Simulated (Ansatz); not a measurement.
**Structure relaxation of Ge**

Method: Ansatz, DFT r2SCAN, scalar-relativistic, plane waves, PAW. Cutoff 500 eV, Γ-centred k mesh, Gaussian smearing, no spin polarisation in the final step.

Ge was placed on the alpha-boron structure type (R-3m, No. 166), at a guessed volume.

```xyz
12
Lattice="3.6689 2.1183 6.2570 -3.6689 2.1183 6.2570 0.0000 -4.2365 6.2570" Properties=species:S:1:pos:R:3 pbc="T T T"
Ge   -2.3607    1.3629    4.2172
Ge    0.0000   -2.7259    4.2172
Ge    2.3607    1.3629    4.2172
Ge    2.3607   -1.3629   14.5538
Ge   -2.3607   -1.3629   14.5538
Ge    0.0000    2.7259   14.5538
Ge   -1.5021    0.8673    6.7135
Ge    0.0000   -1.7345    6.7135
Ge    1.5021    0.8673    6.7135
Ge    1.5021   -0.8673   12.0575
Ge   -1.5021   -0.8673   12.0575
Ge    0.0000    1.7345   12.0575
```

Cell and atoms relax at zero pressure; the relaxation can't lower the symmetry of the start. After a coarse first stage the cell is made exact in the group found at 0.06 Å.

Energies count from the standard state of Ge at the same level.

Which crystal results?

It keeps R-3m (No. 166), but not the shape of the type it started on. Conventional cell: a = 6.308 Å, c = 24.556 Å. Ge on Wyckoff site h (6 atoms of the primitive cell) is coordinated by 5 Ge at 2.56–2.70 Å; Ge on Wyckoff site h (6 atoms of the primitive cell) is coordinated by 6 Ge at 2.70–2.74 Å.

```cif
data_structure
_symmetry_space_group_name_H-M 'R-3m:H'
_symmetry_Int_Tables_number 166
_cell_length_a 6.3083
_cell_length_b 6.3083
_cell_length_c 24.5558
_cell_angle_alpha 90.000
_cell_angle_beta 90.000
_cell_angle_gamma 120.000
_cell_volume 846.26
loop_
_atom_site_label
_atom_site_type_symbol
_atom_site_symmetry_multiplicity
_atom_site_Wyckoff_symbol
_atom_site_fract_x
_atom_site_fract_y
_atom_site_fract_z
_atom_site_occupancy
Ge1 Ge 18 h 0.13835 0.86165 0.88400 1
Ge2 Ge 18 h 0.52316 0.47684 0.70305 1
```

What are its volume, energy, density and gap?

The volume per atom is 23.51 Å³ and the density is 5.13 g/cm³. The energy over the standard structure is 0.49 eV/atom and the gap on the 9×9×9 mesh is 0 eV (a metal).

The final run used a 9×9×9 mesh on its 12-atom cell and 0.10 eV smearing. The k mesh leaves about 4 meV/atom of noise in metals. A structure relaxed within its symmetry needn't be a true minimum. The steps took of the order of 60 core-minutes in all.